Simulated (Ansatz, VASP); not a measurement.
**One calculation of GaP, two programs**

```
Ga P
1.0
     0.00000    2.76111    2.76111
     2.76111    0.00000    2.76111
     2.76111    2.76111    0.00000
Ga P
1 1
Direct
  0.00000 0.00000 0.00000
  0.25000 0.25000 0.25000
```

Alike in both runs: task single point; functional r2SCAN; k mesh 6 × 6 × 6; no spin polarisation.

|  | VASP | Ansatz |
| --- | --- | --- |
| version | VASP 6.6.1 | Ansatz 0.2.0 |
| potentials or method | VASP PAW PBE potentials, release 64 (Ga_d, P) | plane waves, PAW |
| plane-wave cutoff (eV) | 520 | 600 |
| occupations | gaussian, width 0.01 eV | fixed |
| valence electrons in the cell | 18 | 18 |

VASP gave:

* pressure (GPa): -3.2

Question: What did Ansatz give for the same quantities?

Answer: Pressure (GPa): -3.1.

Caveats: the PAW data sets were made with another functional, which shifts forces and pressure a little (VASP). A k mesh can miss the band edges. r2SCAN opens gaps a little over a GGA but as a rule still falls short of measured ones.
